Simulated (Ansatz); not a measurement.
## 4 trial structures of NaCl

4 cells of NaCl were relaxed with r2SCAN in Ansatz 0.2.0. Computed values for non-magnetic cells; some structures come from databases, others from prototypes and may be hypothetical.

- CsCl type: the symmetry is Pm-3m (No. 221, cubic); a = 3.460 Å in the conventional setting, 20.70 Å³ an atom. Around Na lie 8 Cl at 3.00 Å; around Cl lie 8 Na at 3.00 Å.
- h-MgO type: space group P6_3/mmc (No. 194), hexagonal; a = 4.721 Å, c = 5.570 Å in the conventional setting, 26.88 Å³ an atom. Na is surrounded by 5 Cl at 2.73–2.78 Å; Cl is surrounded by 5 Na at 2.73–2.78 Å.
- NiAs type: it is hexagonal, P6_3/mmc (No. 194); a = 3.892 Å, c = 6.737 Å in the conventional setting, 22.10 Å³ an atom. Na has 6 Cl at 2.81 Å; Cl has 6 Na at 2.81 Å.
- rocksalt: the symmetry is Fm-3m (No. 225, cubic); a = 5.605 Å in the conventional setting, 22.02 Å³ an atom. Na has 6 Cl at 2.80 Å; Cl has 6 Na at 2.80 Å.

Energies are counted from the lowest cell, each relaxed with the functional named (k spacing about 0.3 1/Å); gaps are on the r2SCAN cells (d direct, i indirect).
```tsv
structure	space group	volume (Å³/atom)	E, r2SCAN (meV/atom)	E, PBEsol (meV/atom)	E, LDA (meV/atom)	E, PBE (meV/atom)	gap, PBE (eV)	gap, r2SCAN (eV)	gap, HSE06 (eV)	gap, PBE0 (eV)
CsCl type	Pm-3m	20.70	160	135	134	155	4.10 i (M → Γ)	4.92 i (M → Γ)	5.43 i (M → Γ)	6.15 i (M → Γ)
h-MgO type	P6_3/mmc	26.88	59	48	69	31	4.84 d (Γ)	5.46 d (Γ)	6.13 d (Γ)	6.87 d (Γ)
NiAs type	P6_3/mmc	22.10	27	25	26	25	5.07 d (Γ)	5.86 d (Γ)	6.45 d (Γ)	7.17 d (Γ)
rocksalt	Fm-3m	22.02	0	0	0	0	5.18 d (Γ)	5.98 d (Γ)	6.56 d (Γ)	7.28 d (Γ)
```

Among these cells the lowest with r2SCAN is rocksalt, 27 meV an atom below the next, NiAs type. Other structures, not computed here, could lie lower. PBEsol, LDA, PBE agree on the lowest cell. The start from another database entry ended in the same structure as one of these cells.

Against rocksalt (HSE06 gap 6.56 eV): CsCl type -1.13 eV at -6.0 % volume; h-MgO type -0.43 eV at +22.1 % volume; NiAs type -0.11 eV at +0.4 % volume.

The meshes of the hybrids are coarse, so their gaps aren't converged to the digits shown.
